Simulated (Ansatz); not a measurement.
## What strain does to GaN (wurtzite)

GaN (wurtzite), relaxed with r2SCAN in Ansatz 0.2.0. The symmetry is P6_3mc (No. 186, hexagonal); conventional cell a = 3.183 Å, c = 5.184 Å, 11.37 Å³ an atom. Ga has 4 N at 1.95 Å; N has 4 Ga at 1.95 Å.

The axes x, y and z are those of this cell:
```xyz
4
Lattice="3.1831 0.0000 0.0000 -1.5916 2.7567 0.0000 0.0000 0.0000 5.1836" Properties=species:S:1:pos:R:3 pbc="T T T"
Ga    0.0000    1.8378   -0.0046
Ga    1.5916    0.9189    2.5872
N     0.0000    1.8378    1.9485
N     1.5916    0.9189    4.5403
```

Unstrained: With PBE the gap is 1.934 eV and direct, at Γ. r2SCAN gives a direct gap of 2.351 eV at Γ. With HSE06 the gap is 3.199 eV and direct, at Γ. Meshes: PBE 12×12×6, r2SCAN 12×12×6, HSE06 6×6×4. Strains are changes of length per length. After each strain the atoms were relaxed again with r2SCAN within the symmetry that the strain leaves, so tilts or polar shifts that break it weren't tested; points keep the names that they have in the unstrained zone. Spin-unpolarised throughout; all numbers are computed.

Changes of the least gap in eV (an overlap counts as a negative gap):
```tsv
strain	volume change (%)	space group	PBE	r2SCAN	HSE06	energy rise, r2SCAN (meV/atom)
isotropic +2.87 % on every length	+8.9	P6_3mc	-0.561	-0.590	-0.647	47.1
uniaxial -3.39 % along x	-3.4	Cmc2_1	+0.032	+0.040	+0.065	15.6
```

Isotropic +2.87 % on every length. HSE06: the gap goes from 3.199 to 2.552 eV (-0.647 eV); with r2SCAN the top three valence levels at Γ, grouped 2+1 from the top over 36 meV, become 2+1 over 23 meV. Stress change with r2SCAN, compression positive: xx -13.91, yy -13.91, zz -13.85 GPa. For HSE06, dE_g/d ln V = -7.6 eV over this step.

Uniaxial -3.39 % along x, other directions held. HSE06: the gap goes from 3.199 to 3.264 eV (+0.065 eV); with r2SCAN the top three valence levels at Γ, grouped 2+1 from the top over 36 meV, become 1+1+1 over 269 meV. Stress change with r2SCAN, compression positive: xx +13.26, yy +4.92, zz +3.49 GPa.

The meshes of the hybrids are coarse, so their gaps aren't converged to the digits shown.

The splittings at Γ are without spin-orbit coupling, which regroups them where it is of like size or larger.
